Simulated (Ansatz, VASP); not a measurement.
# GaP in two plane-wave programs, part 2 of 2

Aim: how closely do two programs agree when they are given the same cell, functional and k mesh? The cell is taken from a series of runs on this material, whose earlier steps may have relaxed, scaled, displaced or heated it; both programs get it as it stands.

VASP 6.6.1 and Ansatz 0.2.0.

So far: The starting structure; VASP: dielectric response, r2SCAN.

## (3) Ansatz: dielectric response, r2SCAN

Level of this step: Ansatz beside VASP: Kohn-Sham DFT, plane waves, r2SCAN (Ansatz).

Ansatz runs on its default PAW (the set named soft_2) files.

The same cell, functional and mesh now go to Ansatz, which takes its cutoff from its data sets.

Input file input.yaml:

```yaml
crystal:
  lattice:
    - [0.0, 2.72525, 2.72525]
    - [2.72525, 0.0, 2.72525]
    - [2.72525, 2.72525, 0.0]
  atoms:
    - { symbol: Ga, position: [0.0, 0.0, 0.0] }
    - { symbol: P, position: [0.75, 0.75, 0.75] }
kpoints:
  mp_grid: { grid: [7, 7, 7] }
scf:
  occupations: { method: fixed }
hamiltonian:
  xc: r2scan
  pseudopotentials: { kind: paw }
dielectric: {}
```

The run is started by

```console
$ ansatz run input.yaml --threads 4 --pin off --max-ram 8192MiB --backend cpu --events-out ev --progress --plain --runs-dir out
```

Numbers of over 12 decimals in the logs are rounded to 6 here.

The log of the run:

```text
Engine: ansatz 0.2.0, aarch64-unknown-linux-gnu
Pseudopotentials: kind: paw
Pseudopotential: Ga, paw, valence charge 13, recommended cutoff 500 eV (meta_gga), Ga.paw.azcp
Pseudopotential: P, paw, valence charge 5, recommended cutoff 500 eV (meta_gga), P.paw.azcp
Functional definition: r2SCAN
  parameter k0 = 0.174
  parameter k1 = 0.065
  parameter a1 = 4.9479
  exchange = r2scan_x(k0 = k0, k1 = k1, a1 = a1)
  correlation = r2scan_c
Crystal: 2 atoms, lattice volume = 40.481 Å³
Basis set: ecut = 500 eV, 965 PW (Γ), exchange–correlation on 120×120×120 points (64 copies of the dense FFT grid, shifted against one another)
Bands: 13, of which v1, the nominal top of the filled ones, is band 9 counted from 1 (8 counted from 0)
Symmetry: 24 space group operations
k-points: 64 of 343 (irreducible under 4 space group operations, time reversal used)
Non-local potential: Ga, projectors of the file, l = 0: 2, l = 1: 2, l = 2: 3, l = 3: 1
Non-local potential: P, projectors of the file, l = 0: 2, l = 1: 2, l = 2: 2
PAW form: soft (Blöchl's): semilocal exchange-correlation on the pseudo side does not see the compensation charge
PAW frozen core: Ga, regenerated for the run's functional (the file was generated under x = pbe(κ = 0.804, μ = 0.219515), c = pbe(β = 0.066725))
PAW frozen core: P, regenerated for the run's functional (the file was generated under x = pbe(κ = 0.804, μ = 0.219515), c = pbe(β = 0.066725))
PAW one-centre angular grid: Ga, 590 points (default); XC on 160 Gauss nodes
PAW one-centre angular grid: P, 302 points (default); XC on 160 Gauss nodes
Initial density: superposition of atomic densities (neutral atoms: chi_scale 0, normalization atom), corrected by the library's trained network
Initial wavefunctions: pseudopotential atomic-orbital guess
Functional: x = r2scan, c = r2scan; τ floored in thin density (d = 2e-4 eV/Å³)
SCF iter   1: F=—  HF=-4550.470322 eV  |F-HF|=—  |Δ(HF+E_count)|=         —  Δρ=8.76e-3  dr2=1.81e-2  dr2_τ=7.40e-3  ethr=1.77e-3  ⟨swp⟩=4.9  Hψ=4442  notcnv=0  defer=118
preconditioner: auto → none  [insulator: Δε(μ)=1.779 eV  Ē_g=16.396 eV  n_scr=14 (ndim 8)  ℏωp=24.8 eV  f_vac=0.013  ε∞_Penn≈3.3]
SCF iter   2: F=—  HF=-4550.480996 eV  |F-HF|=—  |Δ(HF+E_count)|=   1.07e-2  Δρ=2.32e-3  dr2=3.05e-3  dr2_τ=9.53e-5  ethr=1.01e-4  ⟨swp⟩=3.0  Hψ=2142  notcnv=0  defer=120
SCF iter   3: F=—  HF=-4550.479499 eV  |F-HF|=—  |Δ(HF+E_count)|=   1.50e-3  Δρ=1.73e-3  dr2=5.19e-4  dr2_τ=7.44e-6  ethr=1.70e-5  ⟨swp⟩=2.2  Hψ=1559  notcnv=0  defer=120
SCF iter   4: F=—  HF=-4550.479732 eV  |F-HF|=—  |Δ(HF+E_count)|=   2.33e-4  Δρ=2.42e-4  dr2=4.06e-5  dr2_τ=4.61e-7  ethr=2.88e-6  ⟨swp⟩=3.0  Hψ=1535  notcnv=0  defer=120
SCF iter   5: F=—  HF=-4550.479720 eV  |F-HF|=—  |Δ(HF+E_count)|=   1.17e-5  Δρ=8.29e-5  dr2=2.42e-6  dr2_τ=2.89e-8  ethr=2.25e-7  ⟨swp⟩=2.0  Hψ=1031  notcnv=0  defer=69
SCF iter   6: F=—  HF=-4550.479721 eV  |F-HF|=—  |Δ(HF+E_count)|=   1.21e-6  Δρ=9.95e-6  dr2=4.20e-8  dr2_τ=3.60e-9  ethr=1.35e-8  ⟨swp⟩=2.0  Hψ=1408  notcnv=0  defer=58
SCF iter   7: F=—  HF=-4550.479722 eV  |F-HF|=—  |Δ(HF+E_count)|=   6.45e-7  Δρ=2.55e-6  dr2=2.24e-9  dr2_τ=4.73e-11  ethr=2.33e-10  ⟨swp⟩=2.0  Hψ=1408  notcnv=0  defer=42
SCF iter   8: F=-4550.479722 eV  HF=-4550.479722 eV  |F-HF|=1.82e-12  |Δ(HF+E_count)|=  1.09e-10  Δρ=2.70e-7  dr2=2.19e-11  dr2_τ=2.21e-13  ethr=1.00e-12  ⟨swp⟩=4.5  Hψ=4296  notcnv=0
SCF 1 converged in 8 iterations: F = -4550.479722 eV  dr2 = 2.19e-11
  greatest PAW one-centre occupation: 0.993 electrons in one spin orbital (limit 2), on the Ga atom at site 0 (counted from 0), in its partial waves of l = 2
NSCF: frozen V_eff on 6 k-points
DFPT response loops at Γ: preconditioner auto → none (the input reference at scf.mixing.eps_inf says where Resta's filter doesn't serve); β = 0.50; Broyden in place of MSR1
── the response to a field inside a basis, on 8×8×8 k-points: an SCF that follows is theirs, and a resumed run solves both again ──
Bands: 10, of which v1, the nominal top of the filled ones, is band 9 counted from 1 (8 counted from 0)
k-points: 60 of 512 (irreducible under 6 space group operations, time reversal used)
Initial density: handed on by an earlier stage of this run
Initial wavefunctions: pseudopotential atomic-orbital guess (no wavefunctions were taken with the density)
Eigensolver: Dense (60 Hₖ)
SCF iter   1: F=—  HF=-4550.482299 eV  |F-HF|=—  |Δ(HF+E_count)|=         —  Δρ=1.64e-4  dr2=1.41e-5  dr2_τ=3.85e-7  ethr=1.00e-1
preconditioner: auto → none  [insulator: Δε(μ)=2.055 eV  Ē_g=13.838 eV  n_scr=14 (ndim 8)  ℏωp=24.8 eV  f_vac=0.008  ε∞_Penn≈4.2]
SCF iter   2: F=—  HF=-4550.482296 eV  |F-HF|=—  |Δ(HF+E_count)|=   2.08e-6  Δρ=7.23e-5  dr2=1.19e-6  dr2_τ=1.42e-7  ethr=7.81e-8
SCF iter   3: F=—  HF=-4550.482297 eV  |F-HF|=—  |Δ(HF+E_count)|=   3.26e-7  Δρ=2.52e-5  dr2=1.75e-7  dr2_τ=1.22e-8  ethr=6.62e-9
SCF iter   4: F=-4550.482297 eV  HF=-4550.482297 eV  |F-HF|=9.87e-10  |Δ(HF+E_count)|=   6.75e-8  Δρ=9.26e-6  dr2=1.42e-8  dr2_τ=8.93e-10  ethr=9.71e-10
SCF 1 converged in 4 iterations: F = -4550.482297 eV  dr2 = 1.42e-8
DFPT response loops at Γ: mixed as the last ones told, above
SCF converged after 8 iterations
Free energy (F): -4550.479722 eV
Harris-Foulkes:  -4550.479722 eV  (|F-HF|=1.82e-12)
Internal energy: -4550.479722 eV  (E = F + TS)
E sigma→0 (E₀):  -4550.479722 eV
Fermi energy:    6.901215 eV
--- Per-component energies (eV) ---
  E_band       = -67.617939
  E_kinetic    = 185.496034
  E_local      = -2202.721630  (includes V_loc(G=0)·N_el)
  E_nonlocal   = 460.461794
  E_hartree    = 1020.504935
  E_xc         = -120.991097
  E_vxc        = -124.834427  (∫ρ·V_xc dr)
  E_paw        = -2579.840861  (= ΣΔE_a)
  E_vpaw       = -433.043790  (= ΣTr[D̂ρ^β])
  E_aug_tail   = -0.000042  (compensation charges beyond the density's cutoff)
  E_vtau       = 6.014356  (kinetic-family band-sum trace: ∫τ·v_τ [+ j·A + Jᵃ·Aᵃ] dr)
  E_ewald      = -1312.644944
  E_core_change = -0.743912  (= ΣΔE_core)
  E_smearing   = -0.000000  (= −TS)
  E_closure    = -0.000000  (closes the sum)
  Σ components = -4550.479722   (vs F -4550.479722, Δ=0.00e0)
--- Band table (eV; the first three rows and the last of 64) ---
  k-point 0: bands = [... 5 lower, -6.1247, 6.9012, 6.9012, 6.9012, 9.2663, 11.0734, 11.0734, 11.0734]
  k-point 1: bands = [... 5 lower, -5.8469, 4.9413, 6.6008, 6.6008, 9.7798, 11.5291, 11.5291, 12.0108]
  k-point 2: bands = [... 5 lower, -5.0812, 2.3084, 6.0900, 6.0900, 9.3218, 12.0285, 12.0285, 14.3868]
  k-point 63: bands = [... 5 lower, -3.7248, 0.8272, 2.9824, 5.3000, 10.1385, 13.3904, 13.7574, 14.2832]
--- Dielectric response (ions clamped): 3 representative field directions + reference, inside a basis on a mesh of 512 k-points (Σ response iterations 15) ---
  ε∞ (high-frequency dielectric tensor):
        9.360506    -0.000000     0.000000
       -0.000000     9.360506     0.000000
        0.000000     0.000000     9.360506
  Born effective charges Z* (e; rows j = field, columns β = displacement):
    site 0:
         2.14748    0.00000    0.00000
        -0.00000    2.14748    0.00000
         0.00000    0.00000    2.14748
    site 1:
        -2.14748   -0.00000   -0.00000
         0.00000   -2.14748   -0.00000
        -0.00000   -0.00000   -2.14748
  Z* charge neutrality: 1.203e-3 e pre-enforcement
  solved inside a basis spanned on kpoints, on 8×8×8 k-points, its susceptibility summed on 12×12×12: ε∞ is read to err by 2.8e-2, Z* by 1.4e-2 e (field_mesh: kpoints solves on kpoints); Z* is corrected for what the basis lacks
```

## (4) Side by side

Known differences besides the potentials themselves: VASP keeps PBE cores, Ansatz makes them for the functional; fixed occupations in Ansatz, narrow Gaussian smearing in VASP; VASP's response is taken on the typed mesh, Ansatz refines its own for the field response alone; the cutoff is 500 eV in Ansatz and 440 eV in VASP; VASP takes ε∞ from a finite field, Ansatz from linear response. Total energies have different zeros and are not compared.

Compared:

| quantity | Ansatz | VASP | difference |
| --- | --- | --- | --- |
| ε∞ xx | 9.36 | 9.13 | +2.50 % |
| ε∞ yy | 9.36 | 9.13 | +2.50 % |
| ε∞ zz | 9.36 | 9.13 | +2.50 % |

## (5) Results

```json
{
  "difference in ε∞ xx (dielectric response, r2SCAN)": "2.5 %"
}
```

The difference in ε∞ xx is 2.5 % (dielectric response, r2SCAN), within the 5 % picked in this series as the mark of a large difference. How closely two codes agree says nothing of how well the functional describes the real material.

[Lines on the potential files, build, host, timing and source positions are cut from VASP's logs without a mark.]

[Logs are printed without paths, hosts, clocks, repeated set-up lines and the standing remarks that a program may print on its own settings, such as how far it seeks lower states.]

[Hosts, paths, dates, database ids (printed as entryN), source tags and the programs' standing remarks are cut or masked in the printed files.]
